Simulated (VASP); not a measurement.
A run of VASP 6.6.1:

Contents of INCAR:

```
SYSTEM = HgTe
  ALGO = Normal
  DIPOL = 0.5 0.5 0.500
  EDIFF = 1E-6
  ENCUT = 520
  GGA = PE
  IDIPOL = 3
  ISIF = 2
  ISMEAR = -1
  LASPH = .TRUE.
  LCHARG = .FALSE.
  LDIPOL = .TRUE.
  LREAL = .FALSE.
  LWAVE = .FALSE.
  NBANDS = 26
  NELM = 100
  PREC = Accurate
  SIGMA = 0.1
```

KPOINTS

```
k-points
0
G
  4 4 1
  0 0 0
```

The input POSCAR:

```
HgTe
1.0
    4.5459890000      0.0000000000      0.0000000000
    2.2729945000      3.9369419593      0.0000000000
    0.0000000000      0.0000000000     16.4956228320
Hg Te
2 2
Direct
    0.0000000000      0.0000000000      0.3031107131
    0.6666666667      0.6666666667      0.5281270410
    0.0000000000      0.0000000000      0.4718729590
    0.6666666667      0.6666666667      0.6968892869
```

Potentials or basis: VASP PAW PBE potentials, release 64 (Hg, Te).

The run is started by

```console
$ cat potpaw_PBE.64/Hg/POTCAR potpaw_PBE.64/Te/POTCAR > POTCAR
$ mpirun -np 1 vasp_std > vasp.out
```

Hardware: 1 thread of Intel(R) Xeon(R) 6975P-C (Granite Rapids), with other jobs on the host.

Task: Estimate the wall time of this run.

Result: Wall time 82 s on 1 thread of Intel(R) Xeon(R) 6975P-C (Granite Rapids), on a shared host, peak memory 0.37 GiB. Counts: scf iterations 23, k points 4.
